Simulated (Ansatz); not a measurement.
## Nuclear-site quantities of LiBr as the cell is scaled

```
Li Br
1.0
     0.00000    2.74450    2.74450
     2.74450    0.00000    2.74450
     2.74450    2.74450    0.00000
Li Br
1 1
Cartesian
  0.0000 0.0000 0.0000
  2.7445 2.7445 2.7445
```

Atoms are numbered in the order listed.

The cell is COD entry 1011363, as deposited and not checked against the literature; nothing was relaxed. It is an old determination, and later ones may differ.

Method: DFT, PBE, all-electron PAW with datasets made for the crystal, scalar-relativistic (Ansatz 0.2.0).

The runs use a Γ-centred 8×8×8 k mesh, Fermi–Dirac smearing of 0.03 eV, cutoff 180 eV (chosen by the program for this cell), no spin polarisation.

The contact density is the mean electron density over the nuclear volume; its changes follow the s electrons' response to bonding and compression. Changes below are taken from the unscaled cell, where it is 94.2767 e/Å³ at Li1, 293311 e/Å³ at Br2.

```
V/V(cell)  P (GPa)  Δρ(0) Li1 (e/Å³)  Δρ(0) Br2 (e/Å³)
   0.9405      2.2              0.03                 ?
   1.0000      0.3              0.00              0.00
   1.0600     -1.1             -0.03                 ?
```

Question: Fill in "Δρ(0) Br2 (e/Å³)" for the row "0.9405".

Answer: -0.37.

Question: What belongs in the row "1.0600", column "Δρ(0) Br2 (e/Å³)"?

Answer: 0.35.

The datasets are made afresh for each cell, so very small changes are uncertain.
